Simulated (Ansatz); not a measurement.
**Band structure of Zn**

```xyz
2
Lattice="0.0000 2.9089 2.9089 2.9089 0.0000 2.9089 2.9089 2.9089 0.0000" Properties=species:S:1:pos:R:3 pbc="T T T"
Zn    0.0000    0.0000    0.0000
Zn    1.4544    1.4544    1.4544
```

Atom numbers follow the list: Zn1, Zn2.

The structure comes from a relaxation in the same program, started in the diamond type, and has space group Fd-3m. Whether it is a known phase or the ground state wasn't checked.

Computed with DFT, PBE, all-electron LAPW, scalar-relativistic in Ansatz 0.2.0.

Numerical set-up: a Γ-centred 11×11×11 k mesh, Fermi–Dirac smearing of 0.05 eV, basis error target 0.25 meV/atom, no spin polarisation.

Points in fractions of the reciprocal vectors of this cell: Γ (0, 0, 0), X (0.5, 0, 0.5), U (0.625, 0.25, 0.625), K (0.375, 0.375, 0.75), L (0.5, 0.5, 0.5), W (0.5, 0.25, 0.75). The path joins them by straight lines in the order Γ–X–U–K–Γ–L–W–X; legs that retrace an earlier one aren't tabulated. Energies are in eV from the Fermi level.

Q: List the levels at U between -14 and 4 eV.

A: -7.64, -7.56, -7.49, -7.34, -7.18, -7.14, -7.08, -7.01, -6.68, -6.64, -3.43, -2.62, -0.59, 1.73.

Q: List the levels at X between -14 and 4 eV.

A: -7.55 (×2), -7.53 (×2), -7.08 (×2), -7.03 (×2), -6.69 (×2), -3.17 (×2), 1.17 (×2).

Q: List the levels at K between -14 and 4 eV.

A: -7.64, -7.56, -7.49, -7.34, -7.18, -7.14, -7.08, -7.01, -6.68, -6.64, -3.43, -2.62, -0.59, 1.73.

Q: What is the band gap?

A: none: bands cross the Fermi level, a metal.
